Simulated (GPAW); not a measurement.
Wanted: an ASE script for a GPAW 26.7.0 run.

| Item | Value |
| --- | --- |
| Task | equation of state |
| Functional | PBE |
| Potentials or basis | JTH PAW 2.0, PBE |
| Cutoff | 600 eV |
| Basis | pw |
| k mesh | 10 × 10 × 10 |
| Occupations | fermi-dirac, width 0.05 eV |
| Spin | no spin polarisation |
| Maxiter | 150 |
| Eos scales | [0.94, 0.96, 0.98, 1.0, 1.02, 1.04, 1.06] |
| Data set | Hf jth |

The structure of Hf lies in Hf.cif:

```cif
data_Hf
_cell_length_a 3.61000000
_cell_length_b 3.61000000
_cell_length_c 3.61000000
_cell_angle_alpha 90.00000000
_cell_angle_beta 90.00000000
_cell_angle_gamma 90.00000000
_space_group_name_H-M_alt 'Im-3m'
_space_group_name_Hall '-I 4 2 3'
_space_group_IT_number 229
loop_
_space_group_symop_operation_xyz
'x,y,z'
'-x,-y,-z'
'-y,x,z'
'y,-x,-z'
'-x,-y,z'
'x,y,-z'
'y,-x,z'
'-y,x,-z'
'x,-y,-z'
'-x,y,z'
'-y,-x,-z'
'y,x,z'
'-x,y,-z'
'x,-y,z'
'y,x,-z'
'-y,-x,z'
'z,x,y'
'-z,-x,-y'
'z,-y,x'
'-z,y,-x'
'z,-x,-y'
'-z,x,y'
'z,y,-x'
'-z,-y,x'
'-z,x,-y'
'z,-x,y'
'-z,-y,-x'
'z,y,x'
'-z,-x,y'
'z,x,-y'
'-z,y,x'
'z,-y,-x'
'y,z,x'
'-y,-z,-x'
'x,z,-y'
'-x,-z,y'
'-y,z,-x'
'y,-z,x'
'-x,z,y'
'x,-z,-y'
'-y,-z,x'
'y,z,-x'
'-x,-z,-y'
'x,z,y'
'y,-z,-x'
'-y,z,x'
'x,-z,y'
'-x,z,-y'
'x+1/2,y+1/2,z+1/2'
'-x+1/2,-y+1/2,-z+1/2'
'-y+1/2,x+1/2,z+1/2'
'y+1/2,-x+1/2,-z+1/2'
'-x+1/2,-y+1/2,z+1/2'
'x+1/2,y+1/2,-z+1/2'
'y+1/2,-x+1/2,z+1/2'
'-y+1/2,x+1/2,-z+1/2'
'x+1/2,-y+1/2,-z+1/2'
'-x+1/2,y+1/2,z+1/2'
'-y+1/2,-x+1/2,-z+1/2'
'y+1/2,x+1/2,z+1/2'
'-x+1/2,y+1/2,-z+1/2'
'x+1/2,-y+1/2,z+1/2'
'y+1/2,x+1/2,-z+1/2'
'-y+1/2,-x+1/2,z+1/2'
'z+1/2,x+1/2,y+1/2'
'-z+1/2,-x+1/2,-y+1/2'
'z+1/2,-y+1/2,x+1/2'
'-z+1/2,y+1/2,-x+1/2'
'z+1/2,-x+1/2,-y+1/2'
'-z+1/2,x+1/2,y+1/2'
'z+1/2,y+1/2,-x+1/2'
'-z+1/2,-y+1/2,x+1/2'
'-z+1/2,x+1/2,-y+1/2'
'z+1/2,-x+1/2,y+1/2'
'-z+1/2,-y+1/2,-x+1/2'
'z+1/2,y+1/2,x+1/2'
'-z+1/2,-x+1/2,y+1/2'
'z+1/2,x+1/2,-y+1/2'
'-z+1/2,y+1/2,x+1/2'
'z+1/2,-y+1/2,-x+1/2'
'y+1/2,z+1/2,x+1/2'
'-y+1/2,-z+1/2,-x+1/2'
'x+1/2,z+1/2,-y+1/2'
'-x+1/2,-z+1/2,y+1/2'
'-y+1/2,z+1/2,-x+1/2'
'y+1/2,-z+1/2,x+1/2'
'-x+1/2,z+1/2,y+1/2'
'x+1/2,-z+1/2,-y+1/2'
'-y+1/2,-z+1/2,x+1/2'
'y+1/2,z+1/2,-x+1/2'
'-x+1/2,-z+1/2,-y+1/2'
'x+1/2,z+1/2,y+1/2'
'y+1/2,-z+1/2,-x+1/2'
'-y+1/2,z+1/2,x+1/2'
'x+1/2,-z+1/2,y+1/2'
'-x+1/2,z+1/2,-y+1/2'
loop_
_atom_site_label
_atom_site_type_symbol
_atom_site_symmetry_multiplicity
_atom_site_Wyckoff_symbol
_atom_site_fract_x
_atom_site_fract_y
_atom_site_fract_z
_atom_site_occupancy
Hf1 Hf 2 a 0.0000000000 0.0000000000 0.0000000000 1
```

This isn't the form of Hf at room conditions, which is hcp.

These files were run (other wordings do the same):

run.py

```python
import spglib
from ase import Atoms
from ase.eos import EquationOfState
from ase.io import Trajectory, read
from ase.units import GPa
from gpaw import GPAW, PW, setup_paths

setup_paths.insert(0, '.')

atoms = read('Hf.cif')
cell, positions, numbers = spglib.find_primitive(
    (atoms.cell[:], atoms.get_scaled_positions(), atoms.numbers), symprec=1e-4)
atoms = Atoms(numbers, cell=cell, scaled_positions=positions, pbc=True)

traj = Trajectory('eos.traj', 'w')
volumes, energies = [], []
for x in [0.94, 0.96, 0.98, 1.0, 1.02, 1.04, 1.06]:
    a = atoms.copy()
    a.set_cell(atoms.cell * x**(1 / 3), scale_atoms=True)
    calc = GPAW(mode=PW(600),
                xc='PBE',
                kpts={'size': (10, 10, 10), 'gamma': True},
                occupations={'name': 'fermi-dirac', 'width': 0.05},
                setups={'Hf': 'jth'},
                nbands=-8,
                convergence={'density': 1e-05, 'energy': 1e-05},
                maxiter=150,
                txt=f'eos-{x:.2f}.txt')
    a.calc = calc
    energies.append(a.get_potential_energy(force_consistent=True))
    volumes.append(a.get_volume())
    p = -a.get_stress()[:3].mean() / GPa
    calc.write(f'eos-{x:.2f}.gpw')
    traj.write(a)
    print(f'{x:.2f} {volumes[-1]:10.4f} A^3 {energies[-1]:14.6f} eV {p:9.3f} GPa', flush=True)

v0, e0, B = EquationOfState(volumes, energies, eos='birchmurnaghan').fit()
print(f'V0 = {v0:.4f} A^3, E0 = {e0:.6f} eV, B0 = {B / GPa:.2f} GPa')
```

Potentials or basis: JTH PAW 2.0, PBE, pw.

Launch:

```bash
$ OMP_NUM_THREADS=1 python run.py
```

It gave:

The equilibrium volume is 22.36 Å³/atom (rough: see the caveat) and the bulk modulus is 130 GPa (rough).

Caveat: the energies scatter about the fit; the fit is doubtful: noisy points or a state that changes with volume; the program truncates these outside data sets.

Wall time 70 s on 1 thread of Arm Neoverse V1 (shared host), peak memory 0.23 GiB.
